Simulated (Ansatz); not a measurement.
One crystal and one scan (scan of one atom of the cell) at two levels, r2SCAN (plane waves to 500 eV, PAW, scalar-relativistic; Ansatz, a program for electronic structure) and PBE (plane waves to 420 eV, PAW, scalar-relativistic; Ansatz), each from its own relaxed cell and on its own mesh. The cell shown is that of r2SCAN.

Relaxed BaSnO3 (cubic perovskite):

```xyz
5
Lattice="4.1305 0.0000 0.0000 0.0000 4.1305 0.0000 0.0000 0.0000 4.1305" Properties=species:S:1:pos:R:3 pbc="T T T"
Ba     0.0000     0.0000     0.0000
Sn     2.0653     2.0653     2.0653
O      0.0000     2.0653     2.0653
O      2.0653     2.0653     0.0000
O      2.0653     0.0000     2.0653
```

In each cell atom 5 (O, nearest neighbour Sn at 2.065 Å; its periodic images, 4.1 Å or more away, move with it) moves by s·(0.707, 0.707, 0.000) (along Cartesian [110]), the rest being held.

E stands for the smeared free energy. BaSnO3 was relaxed with its symmetry unable to fall. The PAW data are Ansatz's earlier set. Percentages come from the unrounded values. Both scans cover s from -0.210 to 0.210 Å.

Results of r2SCAN:

| Item | Result |
|---|---|
| Lattice constant a (Å) | 4.131 |
| Band gap of the relaxed cell, no spin-orbit coupling (eV) | 1.59 |
| Energy at s = 0.210 Å (meV/cell) | 265.1 |
| Force along the line at s = -0.210 Å (eV/Å) | 2.587 |
| Force constant k = d²E/ds² at s = 0 (finite differences) (eV/Å²) | 11.72 |
| Symmetry of the curve | even: the same for both signs |
| Shape of the curve | a single well with its minimum at or next to zero displacement |

Task: What does PBE give for the same quantities?

Result: 
| quantity | PBE | r2SCAN − PBE |
|---|---|---|
| Lattice constant a (Å) | 4.176 | -0.045 (-1.1 %) |
| Band gap of the relaxed cell, no spin-orbit coupling (eV) | 0.48 | +1.11 (+231 %) |
| Energy at s = 0.210 Å (meV/cell) | 223.8 | +41.3 (+18 %) |
| Force along the line at s = -0.210 Å (eV/Å) | 2.191 | +0.396 (+18 %) |
| Force constant k = d²E/ds² at s = 0 (finite differences) (eV/Å²) | 9.86 | +1.86 (+19 %) |

r2SCAN gives the higher value for: band gap of the relaxed cell, no spin-orbit coupling; energy at s = 0.210 Å; force along the line at s = -0.210 Å; force constant k = d²E/ds² at s = 0. r2SCAN gives the lower value for: lattice constant a. Both give the same symmetry of the curve: even: the same for both signs. Neither level is exact: the differences show how much the result hangs on the functional.

(For displaced atoms, the force is minus the slope of the energy, and its curvature is a force constant, which sets phonon frequencies.)
